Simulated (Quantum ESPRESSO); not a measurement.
Runs of Quantum ESPRESSO 7.5 on SiO2. The structure is tetragonal, space group I-42d (No. 122). Conventional cell: a = 4.955 Å, b = 4.955 Å, c = 7.311 Å, α = 90.00°, β = 90.00°, γ = 90.00°. Si (site symmetry -4) is surrounded by 4 O at 1.61 Å. O (site symmetry 2) is surrounded by 2 Si at 1.61 Å. The cell comes from a database or a generator and needn't be the stable form of this composition.

| task | level | potentials or basis | cell | cutoff (eV) | form of the LDA correlation | gap on the mesh (eV) | pressure (GPa) | largest force (eV/Å) |
| --- | --- | --- | --- | --- | --- | --- | --- | --- |
| band structure | LDA | PseudoDojo 0.4.1 SR LDA standard | as given | 1143 | PW92 | 5.74 | -2.9 | 0.20 |
| band structure | LDA | GBRV 1.5 LDA | as given | 612 | PZ81 | 5.72 | -1.2 | 0.06 |
| band structure | LDA | JTH 2.0 LDA | as given | 612 | PW92 | 5.68 | -2.6 | 0.18 |
| single point | PBE | SSSP 1.3 efficiency PBE | atoms moved at random, drawn with an rms of 0.05 Å | 748 | - | 5.86 | 6.8 | 2.82 |
| single point | PBE | SSSP 1.3 efficiency PBE | as given | 748 | - | (a) | 4.8 | (b) |
| band structure | LDA | PseudoDojo 0.4.1 SR LDA stringent | as given | 1252 | PW92 | (c) | -2.6 | 0.18 |

Alike in all rows: no spin polarisation; k mesh 8 × 8 × 8; smearing fermi-dirac 0.05 eV.

Estimate the missing entries.

(a) 5.93; (b) 0.30; (c) 5.73.

Caveats: the cutoff is low for these files, which shifts pressure and relaxed volume (some runs); some levels on the path didn't converge (some runs).

A k mesh can miss the band edges.
